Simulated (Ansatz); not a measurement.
BaO, DFT, PBE, all-electron PAW with datasets made for the crystal, scalar-relativistic (Ansatz 0.2.0), run on 1 thread of Intel(R) Xeon(R) Platinum 8488C (Sapphire Rapids) on a shared host.

The cell is COD entry 5910030, as deposited and not checked against the literature; nothing was relaxed. It differs from other determinations.

Command: `ansatz run input.yaml --threads 1 --pin off --max-ram 2048MiB --backend cpu --events-out ev --progress --plain --runs-dir out`

```yaml
crystal:
  lattice:
    - [0.0, 2.75, 2.75]
    - [2.75, 0.0, 2.75]
    - [2.75, 2.75, 0.0]
  atoms:
    - { symbol: Ba, position: [0.0, 0.0, 0.0] }
    - { symbol: O, position: [0.5, 0.5, 0.5] }
kpoints:
  mp_grid: { grid: [8, 8, 8] }
  band_path:
    path:
      - [0.0, 0.0, 0.0]
      - [0.5, 0.0, 0.5]
      - [0.625, 0.25, 0.625]
      - [0.375, 0.375, 0.75]
      - [0.0, 0.0, 0.0]
      - [0.5, 0.5, 0.5]
      - [0.5, 0.25, 0.75]
      - [0.5, 0.0, 0.5]
    npoints: 8
scf:
  occupations: { method: fermi_dirac, width: 0.02 }
hamiltonian:
  xc: pbe
  pseudopotentials: { kind: all_electron, datasets: crystal }
output:
  forces: true
  stress: true
  eigenvalues: true
  efg: { contact_densities: true }
```

Question: How large is the problem that the program sets up?

Answer: 29 irreducible k-points, 537 plane waves at Γ, 12 bands.

Question: Estimate the wall time and the peak memory.

Answer: 15 s of wall time for 12 SCF iterations, with a peak of 0.48 GiB. Times on shared machines scatter by tens of per cent.

Question: And the same cell and mesh by full-potential LAPW, asked for forces, stress, eigenvalues, populations, dos and the same band path, on the same hardware?

Answer: 20 s, peak memory 0.33 GiB.

Question: And the same cell and mesh by PAW (frozen-core files), asked for forces, stress, eigenvalues, efg, populations, bader, dos, write_density, write_potential, elf and the same band path, on the same hardware?

Answer: 15 s, peak memory 0.43 GiB.
